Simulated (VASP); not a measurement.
Here is a VASP 6.6.1 calculation.

File INCAR:

```
PREC = Accurate ; ENCUT = 520
EDIFF = 1E-6 ; ISMEAR = -1
SIGMA = 0.1 ; LREAL = Auto
LASPH = T ; NELM = 80
ALGO = Normal ; ISIF = 2
LWAVE = F ; LCHARG = F
GGA = PE ; NBANDS = 44
```

File KPOINTS:

```
regular mesh
0
Gamma
  2 2 1
```

File POSCAR:

```
Al
1.0
    5.7275650000      0.0000000000      0.0000000000
    4.2956740000      7.4403250000      0.0000000000
    0.0000000000      0.0000000000     15.6765370000
Al
19
Direct
    0.1666684695      0.1111107378      0.0637895984
    0.6666715249      0.1111107378      0.0637895984
    0.1666708227      0.4444429511      0.0637895984
    0.6666738781      0.4444429511      0.0637895984
    0.1666731759      0.7777751644      0.0637895984
    0.6666762313      0.7777751644      0.0637895984
   -0.0971387638      0.2684022539      0.2247116184
    0.4238504514      0.2431211002      0.2438803927
   -0.1379858015      0.5770043647      0.2279329931
    0.3646678844      0.5670451224      0.2112966658
   -0.1046999445      0.9264380252      0.2126809001
    0.3945966833      0.8756069123      0.2181412898
    0.0556788962      0.0118946417      0.3763650097
    0.5660519950     -0.0252811537      0.3989656644
    0.0815278186      0.2921646568      0.4009750368
    0.5702099800      0.3414098174      0.4044132961
    0.0091089148      0.7045525565      0.3591864708
    0.5116327123      0.6793789250      0.3664521061
    0.8806470245      0.5718164193      0.4988155228
```

Potentials or basis: VASP PAW PBE potentials, release 64 (Al).

Run with:

```console
$ cat potpaw_PBE.64/Al/POTCAR > POTCAR
$ mpirun -np 1 vasp_std > vasp.out
```

**Question.** Estimate the largest force.

**Answer.** 1.245 eV/Å.

**Question.** What does it give for the band gap on the k mesh?

**Answer.** None (metal or under the smearing width).

Forces on the atoms (eV/Å):
```
Al   0.091  0.101  0.129
Al  -0.114  0.237  0.039
Al  -0.136 -0.030  0.093
Al   0.273  0.044 -0.171
Al   0.113 -0.097 -0.237
Al   0.165 -0.185  0.038
Al  -0.158 -0.951  0.060
Al  -0.575 -0.374 -0.073
Al   0.570  0.246 -0.562
Al  -0.171  0.038  0.478
Al  -0.560 -0.061  0.475
Al   0.362  0.951  0.170
Al  -0.742 -0.669 -0.352
Al  -0.056  0.923  0.017
Al   0.924  0.712 -0.216
Al  -0.564  0.141 -0.084
Al   0.819 -0.937  0.002
Al  -0.156 -0.402  0.204
Al  -0.086  0.314 -0.009
```

Caveat: the k mesh is coarse (spacing up to 0.63 Å⁻¹), so the values aren't converged.
